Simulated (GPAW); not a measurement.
The system is TiTe.

```
Te Ti
1.0
     3.84200    0.00000    0.00000
    -1.92100    3.32727    0.00000
     0.00000    0.00000    6.40300
Te Ti
2 2
Direct
  0.66667 0.33333 0.75000
  0.33333 0.66667 0.25000
  0.00000 0.00000 0.50000
  0.00000 0.00000 0.00000
```

```yaml
Program: GPAW 26.7.0
Task: single point
Functional: PBEsol
Potentials_or_basis: PAW data sets generated in the run's folder for this functional
Cutoff: 600 eV
Basis: pw
k_mesh: 8 × 8 × 4
Occupations: fermi-dirac, width 0.05 eV
Spin: no spin polarisation
```

On this cell: pressure 2.9 GPa; largest force under 0.003 eV/Å; band gap on the k mesh none (metal or under the smearing width).

The same run follows on a disturbed copy (atoms moved at random, drawn with an rms of 0.05 Å):

```
Te Ti
1.0
     3.84200    0.00000    0.00000
    -1.92100    3.32727    0.00000
     0.00000    0.00000    6.40300
Te Ti
2 2
Direct
  0.67805 0.33332 0.75643
  0.33955 0.66616 0.24633
  0.00562 0.00333 0.49866
  0.98977 0.99807 0.00130
```

Question: What does the disturbed cell give?

Answer: The energy (extrapolated to zero smearing) moves by +9.7 meV/atom; pressure 3.1 GPa; largest force 0.671 eV/Å; band gap on the k mesh none (metal or under the smearing width).

Forces on the atoms (eV/Å):
```
Te  -0.414  0.041 -0.526
Te  -0.239  0.010  0.405
Ti   0.050 -0.104  0.147
Ti   0.602  0.054 -0.026
```

Stress tensor (GPa, compression positive):
```
 1.21 -0.29  0.02
-0.29  1.18 -0.14
 0.02 -0.14  6.97
```
